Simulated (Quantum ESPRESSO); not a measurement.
# BN (P6_3mc) in Quantum ESPRESSO: a series of runs, part 2 of 2

Quantum ESPRESSO 7.5.

## (3) Single point, r2SCAN, 5.61 Å³/atom

Contents of pw.in:

```
&CONTROL
  calculation = 'scf'
  prefix = 'pwscf'
  outdir = './tmp'
  pseudo_dir = './pseudo'
  tstress = .true.
  disk_io = 'nowf'
/
&SYSTEM
  ibrav = 0
  nat = 4
  ntyp = 2
  ecutwfc = 88
  nbnd = 14
  input_dft = 'r2scan'
  occupations = 'smearing'
  smearing = 'fd'
  degauss = 0.00367493
  nosym = .true.
  nr1 = 36
  nr2 = 36
  nr3 = 60
/
&ELECTRONS
  conv_thr = 1d-08
  electron_maxstep = 120
  mixing_beta = 0.5
/
ATOMIC_SPECIES
N     14.0070 N_ONCV_PBE-1.2.upf
B     10.8100 B_ONCV_PBE-1.2.upf
CELL_PARAMETERS angstrom
   2.5018037563    0.0000000000    0.0000000000
  -1.2509018782    2.1666256083    0.0000000000
   0.0000000000    0.0000000000    4.1405684416
ATOMIC_POSITIONS crystal
N      0.3333333333    0.6666666667    0.1252760000
N      0.6666666667    0.3333333333    0.6252760000
B      0.3333333333    0.6666666667    0.4997240000
B      0.6666666667    0.3333333333    0.9997240000
K_POINTS automatic
8 8 4 0 0 0
```

Potentials or basis: SG15 PBE 1.2.

Run with:

```
$ OMP_NUM_THREADS=1 mpirun -n 4 pw.x -nk 4 -in pw.in > pw.out
```

pw.out:

```text
This program is part of the open-source Quantum ESPRESSO suite
     for quantum simulation of materials; please cite
         "P. Giannozzi et al., J. Phys.:Condens. Matter 21 395502 (2009);
         "P. Giannozzi et al., J. Phys.:Condens. Matter 29 465901 (2017);
         "P. Giannozzi et al., J. Chem. Phys. 152 154105 (2020);
     in publications or presentations arising from this work. More details at

     IMPORTANT: XC functional enforced from input :
     Exchange-correlation= R2SCAN
                           (   0   0   0   0   0 497 498)
     Any further DFT definition will be discarded
     Please, verify this is what you really want

     K-points division:     npool     =       4
     Subspace diagonalization in iterative solution of the eigenvalue problem:
     a serial algorithm will be used

     G-vector sticks info
     --------------------
     sticks:   dense  smooth     PW     G-vecs:    dense   smooth      PW
     Sum         547     547    187                16925    16925    3177

     Using Slab Decomposition

     bravais-lattice index     =            0
     lattice parameter (alat)  =       4.7277  a.u.
     unit-cell volume          =     151.4585 (a.u.)^3
     number of atoms/cell      =            4
     number of atomic types    =            2
     number of electrons       =        16.00
     number of Kohn-Sham states=           14
     kinetic-energy cutoff     =      88.0000  Ry
     charge density cutoff     =     352.0000  Ry
     scf convergence threshold =      1.0E-08
     mixing beta               =       0.5000
     number of iterations used =            8  plain     mixing
     Exchange-correlation= R2SCAN
                           (   0   0   0   0   0 497 498)

     celldm(1)=   4.727724  celldm(2)=   0.000000  celldm(3)=   0.000000
     celldm(4)=   0.000000  celldm(5)=   0.000000  celldm(6)=   0.000000

     crystal axes: (cart. coord. in units of alat)
               a(1) = (   1.000000   0.000000   0.000000 )
               a(2) = (  -0.500000   0.866025   0.000000 )
               a(3) = (   0.000000   0.000000   1.655033 )

     reciprocal axes: (cart. coord. in units 2 pi/alat)
               b(1) = (  1.000000  0.577350 -0.000000 )
               b(2) = (  0.000000  1.154701  0.000000 )
               b(3) = (  0.000000 -0.000000  0.604217 )

     PseudoPot. # 1 for N  read from file:
     N_ONCV_PBE-1.2.upf
     Pseudo is Norm-conserving, Zval =  5.0
     Generated using ONCVPSP code by D. R. Hamann
     Using radial grid of  602 points,  4 beta functions with:
                l(1) =   0
                l(2) =   0
                l(3) =   1
                l(4) =   1

     PseudoPot. # 2 for B  read from file:
     B_ONCV_PBE-1.2.upf
     Pseudo is Norm-conserving, Zval =  3.0
     Generated using ONCVPSP code by D. R. Hamann
     Using radial grid of  602 points,  4 beta functions with:
                l(1) =   0
                l(2) =   0
                l(3) =   1
                l(4) =   1

     atomic species   valence    mass     pseudopotential
     N                 5.00    14.00700     N ( 1.00)
     B                 3.00    10.81000     B ( 1.00)

     No symmetry found

   Cartesian axes

     site n.     atom                  positions (alat units)
         1        N      tau(   1) = (  -0.0000000   0.5773503   0.2073359  )
         2        N      tau(   2) = (   0.5000000   0.2886751   1.0348526  )
         3        B      tau(   3) = (  -0.0000000   0.5773503   0.8270598  )
         4        B      tau(   4) = (   0.5000000   0.2886751   1.6545765  )

     number of k points=   132  Fermi-Dirac smearing, width (Ry)=  0.0037

     Number of k-points >= 100: set verbosity='high' to print them.

     Dense  grid:    16925 G-vectors     FFT dimensions: (  36,  36,  60)

     WARNING: libxc functional with ID  497 depends
      on external parameters: check the user_guide of
      QE if you need to modify them or to check their
      default values.

     WARNING: libxc functional with ID  498 depends
      on external parameters: check the user_guide of
      QE if you need to modify them or to check their
      default values.

     Initial potential from superposition of free atoms

     starting charge      15.9606, renormalised to      16.0000
     Starting wfcs are random

     Self-consistent Calculation

     iteration #  1     ecut=    88.00 Ry     beta= 0.50
     Davidson diagonalization with overlap
     ethr =  1.00E-02,  avg # of iterations = 10.0

     total energy              =     -51.36992877 Ry
     estimated scf accuracy    <       9.30643935 Ry

     iteration #  2     ecut=    88.00 Ry     beta= 0.50
     Davidson diagonalization with overlap
     ethr =  1.00E-02,  avg # of iterations =  1.0

     total energy              =     -51.45339247 Ry
     estimated scf accuracy    <       1.67901043 Ry

     iteration #  3     ecut=    88.00 Ry     beta= 0.50
     Davidson diagonalization with overlap
     ethr =  1.00E-02,  avg # of iterations =  1.0

     total energy              =     -51.45742527 Ry
     estimated scf accuracy    <       0.03968184 Ry

     iteration #  4     ecut=    88.00 Ry     beta= 0.50
     Davidson diagonalization with overlap
     ethr =  2.48E-04,  avg # of iterations =  2.8

     total energy              =     -51.45782659 Ry
     estimated scf accuracy    <       0.00017140 Ry

     iteration #  5     ecut=    88.00 Ry     beta= 0.50
     Davidson diagonalization with overlap
     ethr =  1.07E-06,  avg # of iterations =  9.7
[... 15 lines left out ...]
     total energy              =     -51.45789367 Ry
     estimated scf accuracy    <       0.00000035 Ry

     iteration #  8     ecut=    88.00 Ry     beta= 0.50
     Davidson diagonalization with overlap
     ethr =  2.17E-09,  avg # of iterations =  1.0

     total energy              =     -51.45789368 Ry
     estimated scf accuracy    <       0.00000001 Ry

     iteration #  9     ecut=    88.00 Ry     beta= 0.50
     Davidson diagonalization with overlap
     ethr =  6.58E-11,  avg # of iterations =  2.1

     total energy              =     -51.45789368 Ry
     estimated scf accuracy    <       0.00000001 Ry

     iteration # 10     ecut=    88.00 Ry     beta= 0.50
     Davidson diagonalization with overlap
     ethr =  6.27E-11,  avg # of iterations =  1.0

     End of self-consistent calculation

     Number of k-points >= 100: set verbosity='high' to print the bands.

     the Fermi energy is    14.5562 ev

!    total energy              =     -51.45789368 Ry
     estimated scf accuracy    <          6.6E-11 Ry
     smearing contrib. (-TS)   =       0.00000000 Ry
     internal energy E=F+TS    =     -51.45789368 Ry

     The total energy is F=E-TS. E is the sum of the following terms:
     one-electron contribution =       9.99461373 Ry
     hartree contribution      =       7.14235760 Ry
     xc contribution           =     -15.07338928 Ry
     ewald contribution        =     -53.52147573 Ry

     convergence has been achieved in  10 iterations

     Computing stress (Cartesian axis) and pressure

          total   stress  (Ry/bohr**3)                   (kbar)     P=      201.62
   0.00137568   0.00000000  -0.00000000          202.37        0.00       -0.00
   0.00000000   0.00137567  -0.00000000            0.00      202.37       -0.00
  -0.00000000  -0.00000000   0.00136036           -0.00       -0.00      200.12

=------------------------------------------------------------------------------=
   JOB DONE.
=------------------------------------------------------------------------------=
```

It took 37 s on 4 MPI ranks of Intel Xeon 6975P-C (Granite Rapids), shared host; peak memory 0.36 GiB.

Results:

```
Free energy            : -700.1203 eV
Pressure               : 20.2 GPa
Band gap on the k mesh : 6.05 eV, indirect (least direct gap 9.21 eV)
```

Caveat: the potentials were made for another functional, which shifts forces and pressure.

## (4) Single point, r2SCAN, 5.73 Å³/atom

Edit pw.in of step 3 so:

```diff
@@ -32,5 +32,5 @@
 CELL_PARAMETERS angstrom
-   2.5018037563    0.0000000000    0.0000000000
-  -1.2509018782    2.1666256083    0.0000000000
-   0.0000000000    0.0000000000    4.1405684416
+   2.5194226731    0.0000000000    0.0000000000
+  -1.2597113366    2.1818840378    0.0000000000
+   0.0000000000    0.0000000000    4.1697283350
 ATOMIC_POSITIONS crystal
```

Run with:

```
$ OMP_NUM_THREADS=1 mpirun -n 4 pw.x -nk 4 -in pw.in > pw.out
```

Wall time 32 s (4 MPI ranks of Intel Xeon 6975P-C (Granite Rapids), shared host); peak memory 0.36 GiB.

Results (log left out):

```yaml
Free_energy: -700.1665 eV
Pressure: 10.9 GPa
Band_gap_on_the_k_mesh: 6.07 eV, indirect (least direct gap 9.09 eV)
```

Caveat: the potentials were made for another functional, which shifts forces and pressure.

## (5) Single point, r2SCAN, 5.85 Å³/atom

Edit pw.in of step 4 so:

```diff
@@ -32,5 +32,5 @@
 CELL_PARAMETERS angstrom
-   2.5194226731    0.0000000000    0.0000000000
-  -1.2597113366    2.1818840378    0.0000000000
-   0.0000000000    0.0000000000    4.1697283350
+   2.5367985510    0.0000000000    0.0000000000
+  -1.2683992755    2.1969319894    0.0000000000
+   0.0000000000    0.0000000000    4.1984859909
 ATOMIC_POSITIONS crystal
```

Run with:

```
$ OMP_NUM_THREADS=1 mpirun -n 4 pw.x -nk 4 -in pw.in > pw.out
```

Run time: 32 s. Hardware: 4 MPI ranks of Intel Xeon 6975P-C (Granite Rapids), shared host; peak memory 0.36 GiB.

The run converged. Its results:

```yaml
Free_energy: -700.1863 eV
Pressure: 2.5 GPa
Band_gap_on_the_k_mesh: 6.09 eV, indirect (least direct gap 8.98 eV)
```

Caveat: the potentials were made for another functional, which shifts forces and pressure.

## (6) Single point, r2SCAN, 5.97 Å³/atom

Edit pw.in of step 5 so:

```diff
@@ -32,5 +32,5 @@
 CELL_PARAMETERS angstrom
-   2.5367985510    0.0000000000    0.0000000000
-  -1.2683992755    2.1969319894    0.0000000000
-   0.0000000000    0.0000000000    4.1984859909
+   2.5539396017    0.0000000000    0.0000000000
+  -1.2769698009    2.2117765748    0.0000000000
+   0.0000000000    0.0000000000    4.2268550000
 ATOMIC_POSITIONS crystal
```

Potentials or basis: SG15 PBE 1.2.

Run with:

```
$ OMP_NUM_THREADS=1 mpirun -n 4 pw.x -nk 4 -in pw.in > pw.out
```

It took 32 s on 4 MPI ranks of Intel Xeon 6975P-C (Granite Rapids), shared host; peak memory 0.36 GiB.

Results (log left out):

| Item | Value |
| --- | --- |
| Free energy | -700.1822 eV |
| Pressure | -5.2 GPa |
| Band gap on the k mesh | 6.10 eV, indirect (least direct gap 8.87 eV) |

Caveat: the potentials were made for another functional, which shifts forces and pressure.

## (7) Single point, r2SCAN, 6.09 Å³/atom

Edit pw.in of step 6 so:

```diff
@@ -32,5 +32,5 @@
 CELL_PARAMETERS angstrom
-   2.5539396017    0.0000000000    0.0000000000
-  -1.2769698009    2.2117765748    0.0000000000
-   0.0000000000    0.0000000000    4.2268550000
+   2.5708536019    0.0000000000    0.0000000000
+  -1.2854268010    2.2264245287    0.0000000000
+   0.0000000000    0.0000000000    4.2548482330
 ATOMIC_POSITIONS crystal
```

Run with:

```
$ OMP_NUM_THREADS=1 mpirun -n 4 pw.x -nk 4 -in pw.in > pw.out
```

It took 33 s on 4 MPI ranks of Intel Xeon 6975P-C (Granite Rapids), shared host; peak memory 0.36 GiB.

It converged, with:

```yaml
Free_energy: -700.1563 eV
Pressure: -12.1 GPa
Band_gap_on_the_k_mesh: 6.12 eV, indirect (least direct gap 8.75 eV)
```

Caveat: the potentials were made for another functional, which shifts forces and pressure.

## (8) Single point, r2SCAN, 6.21 Å³/atom

Edit pw.in of step 7 so:

```diff
@@ -32,5 +32,5 @@
 CELL_PARAMETERS angstrom
-   2.5708536019    0.0000000000    0.0000000000
-  -1.2854268010    2.2264245287    0.0000000000
-   0.0000000000    0.0000000000    4.2548482330
+   2.5875479243    0.0000000000    0.0000000000
+  -1.2937739622    2.2408822359    0.0000000000
+   0.0000000000    0.0000000000    4.2824778918
 ATOMIC_POSITIONS crystal
```

Run with:

```
$ OMP_NUM_THREADS=1 mpirun -n 4 pw.x -nk 4 -in pw.in > pw.out
```

Run time: 33 s. Hardware: 4 MPI ranks of Intel Xeon 6975P-C (Granite Rapids), shared host; peak memory 0.36 GiB.

It converged, with:

| Quantity | Value |
| --- | --- |
| Free energy | -700.1106 eV |
| Pressure | -18.5 GPa |
| Band gap on the k mesh | 6.13 eV, indirect (least direct gap 8.64 eV) |

Caveat: the potentials were made for another functional, which shifts forces and pressure.

## (9) Single point, r2SCAN, 6.33 Å³/atom

Edit pw.in of step 8 so:

```diff
@@ -32,5 +32,5 @@
 CELL_PARAMETERS angstrom
-   2.5875479243    0.0000000000    0.0000000000
-  -1.2937739622    2.2408822359    0.0000000000
-   0.0000000000    0.0000000000    4.2824778918
+   2.6040295656    0.0000000000    0.0000000000
+  -1.3020147828    2.2551557560    0.0000000000
+   0.0000000000    0.0000000000    4.3097555565
 ATOMIC_POSITIONS crystal
```

Potentials or basis: SG15 PBE 1.2.

Run with:

```
$ OMP_NUM_THREADS=1 mpirun -n 4 pw.x -nk 4 -in pw.in > pw.out
```

Run time: 34 s. Hardware: 4 MPI ranks of Intel Xeon 6975P-C (Granite Rapids), shared host; peak memory 0.36 GiB.

The run converged. Its results:

```
Free energy            : -700.0469 eV
Pressure               : -24.2 GPa
Band gap on the k mesh : 6.14 eV, indirect (least direct gap 8.53 eV)
```

Caveat: the potentials were made for another functional, which shifts forces and pressure.

## (10) Equation of state, r2SCAN

No new run: the results of the series are fitted here.

Results:

| Item | Value |
| --- | --- |
| Equilibrium volume | 5.89 Å³/atom |
| Bulk modulus at fixed shape and positions | 384 GPa |
| Pressure derivative of the bulk modulus | 3.7 |

Energy against volume, from the lowest point:
| volume (Å³/atom) | energy (meV/atom) |
| --- | --- |
| 5.611 | 16.50 |
| 5.730 | 4.96 |
| 5.850 | 0.00 |
| 5.969 | 1.02 |
| 6.088 | 7.49 |
| 6.208 | 18.92 |
| 6.327 | 34.85 |

Caveat: the k mesh is coarse (spacing up to 0.37 Å⁻¹), so the values aren't converged; the potentials were made for another functional, which shifts forces and pressure; the cell was scaled at fixed shape and fractional positions, which overstates the stiffness of a crystal with free parameters, most of all of layers and chains.

## (11) For comparison

An earlier run on the cell as given: functional PBEsol; potentials or basis GBRV 1.5 PBEsol; cutoff 612 eV; density cutoff 4898 eV; k mesh 12 × 12 × 6; occupations fermi-dirac, width 0.05 eV; no spin polarisation.

- Pressure: -5.4 GPa
- Largest force: 0.012 eV/Å
- Band gap on the k mesh: 4.97 eV, indirect (least direct gap 8.16 eV)

## (12) Summary

| task | level | potentials or basis | k mesh | cutoff (eV) | form of the LDA correlation | SCF threshold | symmetry | mesh quality | gap on the mesh (eV) | pressure (GPa) | largest force (eV/Å) |
| --- | --- | --- | --- | --- | --- | --- | --- | --- | --- | --- | --- |
| band structure | LDA | GBRV 1.5 LDA | 12 × 12 × 6 | 612 | PZ81 | 8e-10 Ry | - | not flagged | 4.96 | -12.5 | 0.02 |
| equation of state | r2SCAN | SG15 PBE 1.2 | 8 × 8 × 4 | 1197 | - | 1e-08 Ry | off | coarse | - | - | - |
| single point | PBEsol | GBRV 1.5 PBEsol | 12 × 12 × 6 | 612 | - | 8e-10 Ry | - | not flagged | 4.97 | -5.4 | 0.01 |

Alike in all rows: no spin polarisation; cell as given; smearing fermi-dirac 0.05 eV.

Caveats: some runs use coarse meshes; the potentials were made for another functional, which shifts forces and pressure (some runs); the cell was scaled at fixed shape and fractional positions, which overstates the stiffness of a crystal with free parameters, most of all of layers and chains (some runs).

Absolute energies hang on the potentials; compare differences alone.
